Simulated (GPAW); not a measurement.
# ZnS (F-43m) in GPAW: notebook

Aim: see how the results for ZnS move with the level of theory and the settings. Levels: AM05, LDA. Tasks: piezoelectric tensor, dielectric tensor.

All numbers are computed with GPAW 26.7.0; they aren't measurements. Logs are shortened: lines on timing, memory, paths and dates and some standing lists are left out, and cuts for length are marked. The log counts tension as positive stress, the text compression.

**The experiment to reproduce.**

A printed reference work, monograph reports, for a bulk crystal of ZnS: high-frequency dielectric constant 5.14.

How close the calculation comes is told below.

**1. Starting point**

The structure is cubic, space group F-43m (No. 216). Conventional cell: a = 5.404 Å, b = 5.404 Å, c = 5.404 Å, α = 90.00°, β = 90.00°, γ = 90.00°. Zn (site symmetry -43m) is surrounded by 4 S at 2.34 Å. Around S (site symmetry -43m) lie 4 Zn at 2.34 Å.

**2. Piezoelectric tensor, AM05, 19.73 Å³/atom**

File run.py:

```python
import json
import numpy as np
import spglib
from ase.constraints import FixSymmetry
from ase.io import read, write
from ase.optimize import BFGS
from ase.stress import full_3x3_to_voigt_6_stress, voigt_6_to_full_3x3_strain
from gpaw import GPAW, PW, setup_paths
from gpaw.berryphase import polarization_phase

setup_paths.insert(0, '.')

atoms = read('ZnS.cif')

calc = GPAW(mode=PW(510),
            xc='AM05',
            kpts={'size': (6, 6, 6), 'gamma': True},
            occupations={'name': 'fermi-dirac', 'width': 0.01},
            nbands=18,
            convergence={'density': 1e-06, 'eigenstates': 1e-09},
            maxiter=75,
            txt='gpaw.txt')
atoms.calc = calc
atoms.set_constraint(FixSymmetry(atoms))
BFGS(atoms, trajectory='relax.traj', logfile='-').run(fmax=0.005, steps=40)
atoms.set_constraint()
energy = atoms.get_potential_energy()
forces = atoms.get_forces()
stress = atoms.get_stress()
calc.write('gs.gpw')
write('result.traj', atoms)
print('Cell:', atoms.cell.cellpar().round(4))
print(atoms.get_scaled_positions().round(5))

cell = atoms.cell[:].T
dataset = spglib.get_symmetry((atoms.cell[:], atoms.get_scaled_positions(), atoms.numbers), symprec=1e-4)
rotations = [cell @ w @ np.linalg.inv(cell) for w in dataset['rotations']]

def phase(a, name):
    c = GPAW(mode=PW(510),
             xc='AM05',
             kpts={'size': (6, 6, 6), 'gamma': True},
             occupations={'name': 'fermi-dirac', 'width': 0.01},
             nbands=18,
             convergence={'density': 1e-06, 'eigenstates': 1e-09},
             maxiter=75,
             symmetry='off',
             txt=name + '.txt')
    b = a.copy()
    b.calc = c
    b.get_potential_energy()
    c.write('berry.gpw', 'all')
    return polarization_phase(gpw_wfs='berry.gpw')['phase_c']

strains, rows = [], {'clamped': [], 'relaxed': []}
for v in [0]:
    phases = {'clamped': [], 'relaxed': []}
    for e in (-0.005, 0.005):
        voigt = np.zeros(6)
        voigt[v] = e
        F = voigt_6_to_full_3x3_strain(voigt)
        a = atoms.copy()
        a.set_cell(atoms.cell[:] @ F, scale_atoms=True)
        phases['clamped'].append(phase(a, f'clamped-{v}{e:+.3f}'))
        c = GPAW(mode=PW(510),
                 xc='AM05',
                 kpts={'size': (6, 6, 6), 'gamma': True},
                 occupations={'name': 'fermi-dirac', 'width': 0.01},
                 nbands=18,
                 convergence={'density': 1e-06, 'eigenstates': 1e-09},
                 maxiter=75,
                 txt=f'relax-{v}{e:+.3f}.txt')
        a.calc = c
        BFGS(a, logfile=None).run(fmax=0.002, steps=30)
        phases['relaxed'].append(phase(a, f'relaxed-{v}{e:+.3f}'))
    for key, (lo, hi) in phases.items():
        dphi = (hi - lo + np.pi) % (2 * np.pi) - np.pi
        dP = dphi @ atoms.cell[:] / (2 * np.pi * atoms.get_volume()) * 16.021766  # C/m^2
        print(v, key, (dP / (2 * 0.005)).round(4), flush=True)
        rows[key] += [R @ dP for R in rotations]
    strains += [full_3x3_to_voigt_6_stress(R @ (2 * (F - np.eye(3))) @ R.T) * [1, 1, 1, 2, 2, 2] for R in rotations]

result = {key: np.linalg.lstsq(np.array(strains), np.array(P), rcond=None)[0].T for key, P in rows.items()}
for key, e_iv in result.items():
    print(f'Piezoelectric tensor, {key} ions (C/m^2):')
    print(e_iv.round(3))
json.dump({key: e_iv.tolist() for key, e_iv in result.items()}, open('piezo.json', 'w'))
```

File ZnS.cif:

```cif
data_ZnS
_cell_length_a 3.82120505
_cell_length_b 3.82120505
_cell_length_c 3.82120505
_cell_angle_alpha 60.00000000
_cell_angle_beta 60.00000000
_cell_angle_gamma 60.00000000
_space_group_name_H-M_alt 'P1'
_space_group_name_Hall 'P 1'
_space_group_IT_number 1
loop_
_space_group_symop_operation_xyz
'x,y,z'
loop_
_atom_site_label
_atom_site_type_symbol
_atom_site_symmetry_multiplicity
_atom_site_Wyckoff_symbol
_atom_site_fract_x
_atom_site_fract_y
_atom_site_fract_z
_atom_site_occupancy
Zn1 Zn 1 a 0.7500000000 0.7500000000 0.7500000000 1
S1 S 1 a 0.0000000000 0.0000000000 0.0000000000 1
```

Potentials or basis: PAW data sets generated in the run's folder for this functional, pw.

Run with:

```
gpaw-setup -f AM05 S Zn
OMP_NUM_THREADS=1 python run.py
```

gpaw.txt:

```text
__  _  _
 | _ |_)|_||  |
 |__||  | ||/\| - 26.7.0

Input parameters:
  mode=PW(ecut=510.0),
  convergence={'density': 1e-06, 'eigenstates': 1e-09},
  kpts=MonkhorstPack(size=(6, 6, 6), gamma=True),
  maxiter=75,
  nbands=18,
  occupations=Occupations(name='fermi-dirac', width=0.01),
  xc=XC(name='AM05')

Diagonalizing LCAO Hamiltonian
Converting LCAO to pw mode

                       Zn

       S

Atoms  # Å, Bohr magnetons
|   | symbol |        x |        y |        z |    initial magnetic moments |
|---|--------|----------|----------|----------|-----------------------------|
| 0 |     Zn | 5.731808 | 3.309261 | 2.340001 | ( 0.0000,  0.0000,  0.0000) |
| 1 |      S | 0.000000 | 0.000000 | 0.000000 | ( 0.0000,  0.0000,  0.0000) |

Unit cell  # Å
| periodic |        x |         y |         z |  lengths |    angles |
|----------|----------|-----------|-----------|----------|-----------|
|      yes | 3.821205 | -0.000000 |  0.000000 | 3.821205 | 60.000000 |
|      yes | 1.910603 |  3.309261 | -0.000000 | 3.821205 | 60.000000 |
|      yes | 1.910603 |  1.103087 |  3.120001 | 3.821205 | 60.000000 |

Number of symmetries: 24
Symmetry operations  # r_c * U_cc + t_c -> r_c
|    | kind |            matrix            |
|----|------|------------------------------|
|  0 |  E   |  1, 0, 0,  0, 1, 0,  0, 0, 1 |
|  1 |  σ   |  1, 0, 0,  0, 0, 1,  0, 1, 0 |
|  2 |  σ   |  1, 0,-1,  0, 1,-1,  0, 0,-1 |
|  3 |  C3  |  1, 0,-1,  0, 0,-1,  0, 1,-1 |
|  4 |  C3  |  1,-1, 0,  0,-1, 1,  0,-1, 0 |
|  5 |  σ   |  1,-1, 0,  0,-1, 0,  0,-1, 1 |
|  6 |  σ   |  0, 1, 0,  1, 0, 0,  0, 0, 1 |
|  7 |  C3  |  0, 1, 0,  0, 0, 1,  1, 0, 0 |
|  8 |  C2  |  0, 1,-1,  1, 0,-1,  0, 0,-1 |
|  9 |  S4  |  0, 1,-1,  0, 0,-1,  1, 0,-1 |
| 10 |  C3  |  0, 0, 1,  1, 0, 0,  0, 1, 0 |
| 11 |  σ   |  0, 0, 1,  0, 1, 0,  1, 0, 0 |
| 12 |  S4  |  0, 0,-1,  1, 0,-1,  0, 1,-1 |
| 13 |  C3  |  0, 0,-1,  0, 1,-1,  1, 0,-1 |
| 14 |  S4  |  0,-1, 1,  1,-1, 0,  0,-1, 0 |
| 15 |  C2  |  0,-1, 1,  0,-1, 0,  1,-1, 0 |
| 16 |  C3  |  0,-1, 0,  1,-1, 0,  0,-1, 1 |
| 17 |  S4  |  0,-1, 0,  0,-1, 1,  1,-1, 0 |
| 18 |  S4  | -1, 1, 0, -1, 0, 1, -1, 0, 0 |
| 19 |  C3  | -1, 1, 0, -1, 0, 0, -1, 0, 1 |
| 20 |  C3  | -1, 0, 1, -1, 1, 0, -1, 0, 0 |
| 21 |  S4  | -1, 0, 1, -1, 0, 0, -1, 1, 0 |
| 22 |  σ   | -1, 0, 0, -1, 1, 0, -1, 0, 1 |
| 23 |  C2  | -1, 0, 0, -1, 0, 1, -1, 1, 0 |

BZ-sampling:
  Number of BZ points: 216
  Number of IBZ points: 16

  Monkhorst-Pack size: [6, 6, 6]
  Monkhorst-Pack shift: [0.08333333333333333, 0.08333333333333333, 0.08333333333333333]

K-points  # in reciprocal-cell coordinates
|     |                                coordinates |     weight |
|-----|--------------------------------------------|------------|
|   0 | (  0.00000000,   0.00000000,   0.00000000) | 0.00462963 |
|   1 | (  0.16666667,   0.16666667,   0.00000000) | 0.02777778 |
|   2 | (  0.16666667,   0.16666667,   0.16666667) | 0.03703704 |
|   3 | (  0.33333333,   0.16666667,   0.16666667) | 0.05555556 |
|   4 | (  0.33333333,   0.33333333,  -0.33333333) | 0.05555556 |
|   5 | (  0.33333333,   0.33333333,   0.00000000) | 0.02777778 |
|   6 | (  0.33333333,   0.33333333,   0.16666667) | 0.11111111 |
|   7 | (  0.33333333,   0.33333333,   0.33333333) | 0.03703704 |
|   8 | (  0.50000000,   0.33333333,  -0.33333333) | 0.11111111 |
|   9 | (  0.50000000,   0.33333333,  -0.16666667) | 0.05555556 |
| ... |                                            |            |
|  15 | (  0.50000000,   0.50000000,   0.50000000) | 0.01851852 |

Plane wave coefficients: 1056
Cutoff: 510.0 eV

Spin-components: 1 (collinear spins)
Bands:           18
Projectors:      11
Spin-degeneracy: 2
Datatype:        complex128

Parallelization:
  kpt:    1
  domain: 1
  band:   1

Density:
  Valence electrons: 18.0
  Components: 1
  Grid points: [20 20 20]
  Charge: 0.0  # |e|

Potential:
  Grid points: [20 20 20]

species:
  Zn:
    name:    Zinc
    Z:       30.0
    valence: 12
    core:    18
    charge:  0.0  # [|e|]
    compensation charges:
      type: gauss
      rc: 0.37  # [Å]
      lmax: 2
    cutoffs:
      filter: 2.14  # [Å]
      core: 2.28  # [Å]
    projectors
    | kind |    occ | energy [eV] | rcut [Å] |
    |------|--------|-------------|----------|
    |   4s |  2.000 |      -5.940 |    1.286 |
    |   4p |  0.000 |      -1.050 |    1.270 |
    |   3d | 10.000 |     -10.184 |    1.180 |
    |    s |        |      21.272 |    1.286 |
    |    p |        |      26.161 |    1.270 |
    |    d |        |      17.028 |    1.180 |

    Using partial waves for Zn as LCAO basis

  S:
    name:    Sulfur
    Z:       16.0
    valence: 6
    core:    10
    charge:  0.0  # [|e|]
    compensation charges:
      type: gauss
      rc: 0.24  # [Å]
      lmax: 2
    cutoffs:
      filter: 1.77  # [Å]
      core: 1.66  # [Å]
    projectors
    | kind |    occ | energy [eV] | rcut [Å] |
    |------|--------|-------------|----------|
    |   3s |  2.000 |     -17.141 |    0.974 |
    |   3p |  4.000 |      -6.951 |    0.979 |
    |    s |        |      10.071 |    0.974 |
    |    p |        |      20.260 |    0.979 |
    |    d |        |       0.000 |    0.900 |

    Using partial waves for S as LCAO basis

Reference energy: -59620.224174  # eV

eigensolver:
  PPCG
  Converge bands: occupied
  niter=2

density mixing:
  MSR1-Mixer
  Pratt-step length: 0.05
  Maximum mixing coefficient: 0.75
  Old densities: 10
  SVD Regularization: 0.005
  Good broyden scale: 1.0
  Trust region scale: 1.0
  Backstep threshold: 4.0
  History deletion threshold: 6.0
  Fourier metric: weight=20.0, sigma=0.015

occupation numbers:
  Fermi-Dirac:
    width: 0.0100  # eV

poisson solver:
  ecut: 4080.0  # eV

xc functional:
  name: AM05 with 2 nearest neighbor stencil

convergence criteria:
- Maximum integral of absolute [dens]ity change: 1e-06 electrons / valence electron
- Maximum integral of absolute [eigenst]ate change: 1e-09 eV^2 / valence electron
- Maximum [total energy] change in last 3 cyles: 0.0005 eV / valence electron
maximum number of iterations: 75

SCF iterations
|iter     | |      energy | eigst |  dens |
|---------|-|-------------|-------|-------|
|iter:   1| |   -7.535991 | -0.14 |       |
|iter:   2| |   -7.453081 | -1.82 | -1.20 |
|iter:   3| |   -7.179057 | -1.55 | -1.24 |
|iter:   4| |   -7.178200 | -2.72 | -1.79 |
|iter:   5| |   -7.179439c| -3.84 | -2.25 |
|iter:   6| |   -7.179443c| -4.59 | -3.08 |
|iter:   7| |   -7.179471c| -5.40 | -3.51 |
|iter:   8| |   -7.179477c| -5.78 | -3.92 |
|iter:   9| |   -7.179477c| -8.37 | -4.91 |
|iter:  10| |   -7.179477c| -9.16c| -5.33 |
|iter:  11| |   -7.179477c|-10.00c| -6.29c|

Converged in 11 steps
Energy contributions relative to reference atoms: (reference = -59620.224174)

Energy contributions:
  Kinetic:           9.050232
  Coulomb:          -7.619408
  Zero:              0.021089
  External:          0.000000
  Xc:               -8.631391
  Entropy:          -0.000000
  Spinorbit:         0.000000
  ----------------------------
  Free energy:      -7.179477
  Extrapolated:     -7.179477

dipole moment: (-20.597173, -11.891783, -8.408760)  # |e|*Ang

Fermi level: 4.468
Eigenvalues  # (at kpt = [0.000, 0.000, 0.000])
| band index |      eig [eV] | occ [0-2] |
|------------|---------------|-----------|
|          0 |        -9.397 |     2.000 |
|          1 |        -2.673 |     2.000 |
|          2 |        -2.673 |     2.000 |
|          3 |        -2.673 |     2.000 |
|          4 |        -2.189 |     2.000 |
|          5 |        -2.189 |     2.000 |
[... 10 lines left out ...]
|         16 |        18.207 |     0.000 |
|         17 |        18.207 |     0.000 |

Gap: 2.092 eV
Transition (v -> c):
  (s=0, k=0, n=8, [0.00, 0.00, 0.00]) -> (s=0, k=0, n=9, [0.00, 0.00, 0.00])
No difference between direct/indirect transitions

Forces  # eV/Ang
|       x |        y |        z |
|---------|----------|----------|
| 0.00000 | -0.00000 | -0.00000 |  # Zn   0
| 0.00000 |  0.00000 | -0.00000 |  # S    1

Stress tensor  # eV/Ang^3
|         x |         y |         z |
|-----------|-----------|-----------|
|  0.008648 | -0.000000 | -0.000000 |
| -0.000000 |  0.008648 | -0.000000 |
| -0.000000 |  0.000000 |  0.008648 |

# Writing to gs.gpw (mode='')
```

Run time: 4.3 min. Hardware: 1 thread of AMD EPYC 7B13 (Zen 3), shared host; peak memory 0.57 GiB.

Results:

```
Free energy             : -7.1795 eV
Pressure after relaxing : -1.4 GPa
Band gap on the k mesh  : 2.09 eV, direct
```

Caveat: the cutoff is short for stress and forces, so pressures can be off by a GPa or more; the density grid can change from cell to cell, which puts small steps into energies and stress.

[end of part 1 of 2]
